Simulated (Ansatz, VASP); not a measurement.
**MgO: VASP beside Ansatz**

```
CELL_PARAMETERS angstrom
2.93802 0.00000 0.00000
-1.46901 2.54440 0.00000
0.00000 0.00000 2.67968
ATOMIC_POSITIONS crystal
Mg 0.00000 0.00000 0.00000
O 0.33333 0.66667 0.55598
```

Change from the starting cell: all O atoms moved -0.150 Å, as atom 2 towards its neighbour atom 2 (O) at 2.680 Å.

Alike in both runs: task single point; functional PBEsol; k mesh 9 × 9 × 8; occupations gaussian, width 0.05 eV; no spin polarisation.

```csv
,VASP,Ansatz
version,VASP 6.6.1,Ansatz 0.2.0
potentials or method,"VASP PAW PBE potentials, release 64 (Mg, O)","scalar-relativistic, plane waves, PAW"
plane-wave cutoff (eV),520,420
valence electrons in the cell,8,16
```

```tsv
	VASP	Ansatz	Ansatz less VASP
gap on the k mesh at the Fermi level (eV)	2.89	2.89	+0.002
least direct gap on the mesh (eV)	3.33	3.33	0.000
pressure (GPa)	-2.4	-1.9	+0.42
largest component of the traceless stress (GPa)	0.17	0.25	+0.084
rms of the force components (eV/Å)	0.299	0.294	-0.0047
```

Atom by atom the forces differ by 0.005 eV/Å (rms over components). The functional is the same, so the differences come from potentials, cutoffs and numerics. The two sets of potentials don't hold the same shells in valence.

Caveats: the PAW data sets were made with another functional, which shifts forces and pressure a little (VASP); an odd mesh through Γ misses points on the zone boundary, where band edges often lie.
